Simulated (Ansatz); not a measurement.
# F: the cost of one run

Method: DFT PBE+D3(BJ), scalar-relativistic, plane waves, PAW, in Ansatz 0.2.0.

## (1) The system as given

Symmetry: C2/m, No. 12, monoclinic system. Conventional cell: a = 5.500 Å, b = 3.280 Å, c = 7.284 Å, α = 90.00°, β = 102.17°, γ = 90.00°. Around F (site symmetry m) lie 1 F at 1.44 Å. F (site symmetry m) is surrounded by 1 F at 1.45 Å.

Structure file:

```cif
data_structure
_symmetry_space_group_name_H-M 'P 1'
_symmetry_Int_Tables_number 1
_cell_length_a 3.2019
_cell_length_b 3.2019
_cell_length_c 7.2838
_cell_angle_alpha 100.435
_cell_angle_beta 100.435
_cell_angle_gamma 61.621
_cell_volume 64.22
loop_
_atom_site_label
_atom_site_type_symbol
_atom_site_fract_x
_atom_site_fract_y
_atom_site_fract_z
_atom_site_occupancy
F1 F 0.05040 0.05040 0.09960 1
F2 F 0.94960 0.94960 0.90040 1
F3 F 0.50500 0.50500 0.60000 1
F4 F 0.49500 0.49500 0.40000 1
```

The structure comes from the Crystallography Open Database.

(A quick probe on a coarse mesh, which set the mesh and smearing, is not shown.)

## (3) A loose first relaxation

input.yaml

```yaml
crystal:
  lattice:
    - [2.75, -1.64, 0.0]
    - [2.75, 1.64, 0.0]
    - [-1.53601, 0.0, 7.12002]
  atoms:
    - { symbol: F, position: [0.0504, 0.0504, 0.0996] }
    - { symbol: F, position: [0.9496, 0.9496, 0.9004] }
    - { symbol: F, position: [0.505, 0.505, 0.6] }
    - { symbol: F, position: [0.495, 0.495, 0.4] }
basis:
  ecutwfc: 420
kpoints:
  mp_grid: { grid: [8, 8, 4] }
hamiltonian:
  xc: pbe
  dispersion: d3bj
scf:
  occupations: { method: gaussian, width: 0.1 }
output:
  forces: true
  stress: true
  eigenvalues: true
relax:
  adjacent_minimum: "off"
  f_tol: 0.05
  max_steps: 80
  cell: { stress_tol: 0.5 }
```

What time and memory should one allow on 1 thread of an x86-64 CPU, shared host?

About 14 s, with a peak of 0.5 GiB.
